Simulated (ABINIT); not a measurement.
# WC (Qusongite) (P-6m2) in ABINIT: settings compared, part 2 of 2

ABINIT 10.8.3 (patched build). The steps go on from the part before.

**3. Equation of state, PBEsol**

File run.abi:

```
# Datasets: one volume each
ndtset 7
getwfk -1
scalecart1 3*0.9795861087
scalecart2 3*0.9864848297
scalecart3 3*0.9932883884
scalecart4 3*1.0000000000
scalecart5 3*1.0066227096
scalecart6 3*1.0131594038
scalecart7 3*1.0196128224

# Pseudopotentials
pp_dirpath "./"
pseudos "W.GGA_PBE-JTH.xml, C.GGA_PBE-JTH.xml"

# Structure
acell 2.9065 2.9065 2.8366 Angstrom
rprim
     1.0000000000     0.0000000000     0.0000000000
    -0.5000000000     0.8660254038     0.0000000000
     0.0000000000     0.0000000000     1.0000000000
ntypat 2
znucl 74 6
natom 2
typat 1 2
xred
     0.0000000000     0.0000000000     0.0000000000
     0.6666666667     0.3333333333     0.5000000000

# Plane-wave basis
ecut 20.0
pawecutdg 40.0

# k points
kptopt 1
ngkpt 10 10 9
nshiftk 1
shiftk 0.0 0.0 0.0

# Exchange and correlation
ixc -116133

# Bands and occupations
nband 13
occopt 3
tsmear 0.05 eV

# SCF cycle
nstep 100
tolvrs 1.0e-9

# Output
iomode 3
prtwf 1
prtden 0
prteig 0
prtebands 0
enunit 2
```

Potentials or basis: JTH PAW PBE v2.0.

The run is started by

```
$ abinit run.abi > log 2>&1
```

run.abo:

```text
.Version 10.8.3 of ABINIT
 DATASET    1 : space group P-6 m 2 (#187); Bravais hP (primitive hexag.)
================================================================================
 Values of the parameters that define the memory need for DATASET  1.
     intxc =       0    ionmov =       0      iscf =      17    lmnmax =      18
     lnmax =       6     mgfft =      24  mpssoang =       3    mqgrid =    3001
     natom =       2  nloc_mem =       2    nspden =       1   nspinor =       1
    nsppol =       1      nsym =      12    n1xccc =       1    ntypat =       2
    occopt =       3   xclevel =       2
       mpw =         587          nfft =       13824          nkpt =          70
 PAW method is used; the additional fine FFT grid is defined by:
   mgfftf=        32    nfftf =     30720
================================================================================
================================================================================
[... 71 lines left out ...]
 DATASET    7 : space group P-6 m 2 (#187); Bravais hP (primitive hexag.)
================================================================================
 Values of the parameters that define the memory need for DATASET  7.
     intxc =       0    ionmov =       0      iscf =      17    lmnmax =      18
     lnmax =       6     mgfft =      24  mpssoang =       3    mqgrid =    3001
     natom =       2  nloc_mem =       2    nspden =       1   nspinor =       1
    nsppol =       1      nsym =      12    n1xccc =       1    ntypat =       2
    occopt =       3   xclevel =       2
       mpw =         647          nfft =       13824          nkpt =          70
 PAW method is used; the additional fine FFT grid is defined by:
   mgfftf=        32    nfftf =     32768
[... 1460 lines left out ...]
           etotal3    -7.4841571433E+01
           etotal4    -7.4841769240E+01
           etotal5    -7.4841199548E+01
           etotal6    -7.4839939828E+01
           etotal7    -7.4838061202E+01
            fcart1     8.0073222298E-28  4.6230296448E-28 -0.0000000000E+00
                      -8.0073222298E-28 -4.6230296448E-28 -0.0000000000E+00
            fcart2    -2.9817469266E-28 -5.7383746356E-29 -0.0000000000E+00
                       2.9817469266E-28  5.7383746356E-29 -0.0000000000E+00
            fcart3     3.9484311484E-28  2.2796277864E-28 -0.0000000000E+00
                      -3.9484311484E-28 -2.2796277864E-28 -0.0000000000E+00
            fcart4    -3.9219308121E-28 -2.2643278101E-28 -0.0000000000E+00
                       3.9219308121E-28  2.2643278101E-28 -0.0000000000E+00
            fcart5     9.7403197213E-29 -5.6235762130E-29 -0.0000000000E+00
                      -9.7403197213E-29  5.6235762130E-29 -0.0000000000E+00
[... 38 lines left out ...]
                       0.0000000000E+00  0.0000000000E+00  0.0000000000E+00
           xangst1     0.0000000000E+00  0.0000000000E+00  0.0000000000E+00
                       1.4235835125E+00  8.2190632415E-01  1.3893469780E+00
           xangst2     0.0000000000E+00  0.0000000000E+00  0.0000000000E+00
                       1.4336090788E+00  8.2769458755E-01  1.3991314340E+00
           xangst3     0.0000000000E+00  0.0000000000E+00  0.0000000000E+00
                       1.4434963504E+00  8.3340300652E-01  1.4087809213E+00
           xangst4     0.0000000000E+00  0.0000000000E+00  0.0000000000E+00
                       1.4532500000E+00  8.3903427871E-01  1.4183000000E+00
           xangst5     0.0000000000E+00  0.0000000000E+00  0.0000000000E+00
                       1.4628744527E+00  8.4459095909E-01  1.4276929890E+00
           xangst6     0.0000000000E+00  0.0000000000E+00  0.0000000000E+00
                       1.4723739036E+00  8.5007546959E-01  1.4369639824E+00
           xangst7     0.0000000000E+00  0.0000000000E+00  0.0000000000E+00
                       1.4817523342E+00  8.5549010901E-01  1.4461168660E+00
             xred      0.0000000000E+00  0.0000000000E+00  0.0000000000E+00
                       6.6666666667E-01  3.3333333333E-01  5.0000000000E-01
 Calculation completed.
```

Run time: 2.7 min. Hardware: 1 thread of Intel Xeon Platinum 8175M at 2.50GHz (Skylake/Cascade Lake), shared host; peak memory 0.14 GiB.

What came out:

```yaml
Equilibrium_volume: 10.32 Å³/atom
Bulk_modulus_at_fixed_shape_and_positions: 410 GPa
Pressure_derivative_of_the_bulk_modulus: 4.2
```

Energy against volume, from the lowest point:
| volume (Å³/atom) | energy (meV/atom) |
| --- | --- |
| 9.754 | 43.95 |
| 9.961 | 16.92 |
| 10.169 | 2.69 |
| 10.376 | 0.00 |
| 10.584 | 7.75 |
| 10.791 | 24.89 |
| 10.999 | 50.45 |

Caveat: pressures at fixed basis lie under the slope of the energies; the cell was scaled at fixed shape and fractional positions, which overstates the stiffness of a crystal with free parameters, most of all of layers and chains; the PAW data sets were made with another functional, which shifts forces and pressure a little. Spin-orbit coupling is left out, which matters for the levels of W.

**4. Band structure, PBE**

File run.abi:

```
# Datasets: ground state, then fixed potential
ndtset 2

# Pseudopotentials
pp_dirpath "./"
pseudos "W.upf, C.upf"

# Structure
acell 3*1.0
rprim
     5.4924889812     0.0000000000     0.0000000000
    -2.7462444906     4.7566349877     0.0000000000
     0.0000000000     0.0000000000     5.3603971251
ntypat 2
znucl 74 6
natom 2
typat 1 2
xcart
     0.0000000000     0.0000000000     0.0000000000
     1.4532500001     0.8390342786     1.4183000000 Angstrom

# Plane-wave basis
ecut 41.0

# Exchange and correlation
ixc 11

# Bands and occupations
occopt 3
tsmear 0.00183747

# SCF cycle
nstep 100

# Output
iomode 3
prtwf 0
prteig 0
prtebands 0
prtden1 1

# Dataset 1
kptopt1 1
ngkpt1 10 10 9
nshiftk1 1
shiftk1 0.0 0.0 0.0
nband1 13
tolvrs1 1.0e-10

# Dataset 2: bands along G-M-K-G-A-L-H-A
iscf2 -2
getden2 1
nband2 17
nbdbuf2 2
tolwfr2 1.0e-12
kptopt2 -7
ndivsm2 5
prteig2 1
kptbounds2
     0.0000000000     0.0000000000     0.0000000000
     0.5000000000     0.0000000000     0.0000000000
     0.3333333333     0.3333333333     0.0000000000
     0.0000000000     0.0000000000     0.0000000000
     0.0000000000     0.0000000000     0.5000000000
     0.5000000000     0.0000000000     0.5000000000
     0.3333333333     0.3333333333     0.5000000000
     0.0000000000     0.0000000000     0.5000000000
```

Potentials or basis: PseudoDojo NC SR PBE v0.5 standard.

The run is started by

```
$ abinit run.abi > log 2>&1
```

Wall time 92 s (1 thread of Intel Xeon Platinum 8175M at 2.50GHz (Skylake/Cascade Lake), shared host); peak memory 0.11 GiB.

The run converged. Its results:

| Item | Value |
| --- | --- |
| Free energy | -2228.2704 eV |
| Pressure | 5.7 GPa |
| Band gap on the k mesh | none (metal or under the smearing width) |
| Valence electrons inside the program's atomic spheres | W 10.17; C 4.09 |

Stress tensor (GPa, compression positive):
```
5.97 0.00 0.00
0.00 5.97 0.00
0.00 0.00 5.28
```

Levels at the corners of the path, in eV from the Fermi level:
```tsv
point	band 6	band 7	band 8	band 9	band 10	band 11	band 12	band 13
Γ	-4.30	-3.34	-3.34	0.07	3.24	3.24	5.61	5.61
M	-7.04	-3.63	-3.56	-0.48	2.35	4.54	4.87	6.86
K	-6.57	-4.56	-3.46	0.63	0.98	2.05	3.22	9.18
Γ	-4.30	-3.34	-3.34	0.07	3.24	3.24	5.61	5.61
A	-8.65	-2.02	-2.02	-0.58	-0.58	3.65	4.53	4.53
L	-6.46	-4.32	-4.19	0.29	4.44	5.30	6.64	9.17
H	-7.22	-5.40	-1.63	-0.65	4.40	6.38	7.59	9.14
A	-8.65	-2.02	-2.02	-0.58	-0.58	3.65	4.53	4.53
```

Caveat: spin-orbit coupling is left out, which moves the levels of the heavy elements.

**5. Band structure, SOGGA, spin-orbit coupling, no magnetisation**

run.abi: that of step 4 with these lines changed.

```diff
@@ -5,3 +5,3 @@
 pp_dirpath "./"
-pseudos "W.upf, C.upf"
+pseudos "W.GGA_PBE-JTH.xml, C.GGA_PBE-JTH.xml"
 
@@ -19,9 +19,10 @@
      0.0000000000     0.0000000000     0.0000000000
-     1.4532500001     0.8390342786     1.4183000000 Angstrom
+     2.7462444909     1.5855449958     2.6801985626
 
 # Plane-wave basis
-ecut 41.0
+ecut 20.0
+pawecutdg 40.0
 
 # Exchange and correlation
-ixc 11
+ixc -150130
 
@@ -29,3 +30,8 @@
 occopt 3
-tsmear 0.00183747
+tsmear 0.05 eV
+
+# Spin
+nspinor 2
+nspden 1
+pawspnorb 1
 
@@ -39,6 +45,10 @@
 prtebands 0
+enunit 1
 prtden1 1
+prtvha1 1
+prtvclmb1 1
+prtpot1 1
 
 # Dataset 1
-kptopt1 1
+kptopt1 4
 ngkpt1 10 10 9
@@ -46,4 +56,4 @@
 shiftk1 0.0 0.0 0.0
-nband1 13
-tolvrs1 1.0e-10
+nband1 26
+tolvrs1 1.0e-9
 
@@ -52,3 +62,3 @@
 getden2 1
-nband2 17
+nband2 34
 nbdbuf2 2
@@ -56,4 +66,5 @@
 kptopt2 -7
-ndivsm2 5
+ndivsm2 6
 prteig2 1
+prtvol2 -3
 kptbounds2
```

Potentials or basis: JTH PAW PBE v2.0.

The run is started by

```
$ abinit run.abi > log 2>&1
```

Run time: 5.2 min. Hardware: 1 thread of Intel Xeon Platinum 8175M at 2.50GHz (Skylake/Cascade Lake), shared host; peak memory 0.2 GiB.

Results (log left out):

```
Free energy                                           : -2035.4760 eV
Pressure                                              : -4.5 GPa
Band gap on the k mesh                                : none (metal or under the smearing width)
Valence electrons inside the program's atomic spheres : W 11.89; C 2.44
```

Stress tensor (GPa, compression positive):
```
-4.29  0.00  0.00
 0.00 -4.29  0.00
 0.00  0.00 -4.92
```

Levels at the corners of the path, in eV from the Fermi level:
```csv
point,band 15,band 16,band 17,band 18,band 19,band 20,band 21,band 22
Γ,-3.22,-3.22,0.10,0.10,3.01,3.01,3.40,3.40
M,-3.62,-3.62,-0.45,-0.45,2.30,2.30,4.38,4.38
K,-3.54,-3.40,0.34,0.67,0.78,1.22,2.03,2.10
Γ,-3.22,-3.22,0.10,0.10,3.01,3.01,3.40,3.40
A,-1.99,-1.99,-0.89,-0.89,-0.33,-0.33,3.62,3.62
L,-4.24,-4.24,0.26,0.26,4.40,4.40,5.25,5.25
H,-1.79,-1.57,-0.73,-0.52,4.29,4.37,6.33,6.59
A,-1.99,-1.99,-0.89,-0.89,-0.33,-0.33,3.62,3.62
```

Caveat: the PAW data sets were made with another functional, which shifts forces and pressure a little.

**6. The runs side by side**

| task | level | potentials or basis | spin | cutoff (eV) | fine-grid cutoff | gap on the mesh (eV) | pressure (GPa) |
| --- | --- | --- | --- | --- | --- | --- | --- |
| band structure | LDA | JTH PAW LDA v2.0 | off | 544 | 1088.46 eV | none | -10.1 |
| equation of state | PBEsol | JTH PAW PBE v2.0 | off | 544 | 1088.46 eV | - | - |
| band structure | PBE | PseudoDojo NC SR PBE v0.5 standard | off | 1116 | - | none | 5.7 |
| band structure | SOGGA | JTH PAW PBE v2.0 | SOC, no magnetisation | 544 | 1088.46 eV | none | -4.5 |

Alike in all rows: cell as given; k mesh 10 × 10 × 9; smearing fermi-dirac 0.05 eV.

Caveats: spin-orbit coupling is left out, which moves the levels of the heavy elements (some runs); the PAW data sets were made with another functional, which shifts forces and pressure a little (some runs); pressures at fixed basis lie under the slope of the energies (some runs); the cell was scaled at fixed shape and fractional positions, which overstates the stiffness of a crystal with free parameters, most of all of layers and chains (some runs).

Absolute energies hang on the potentials; compare differences alone.
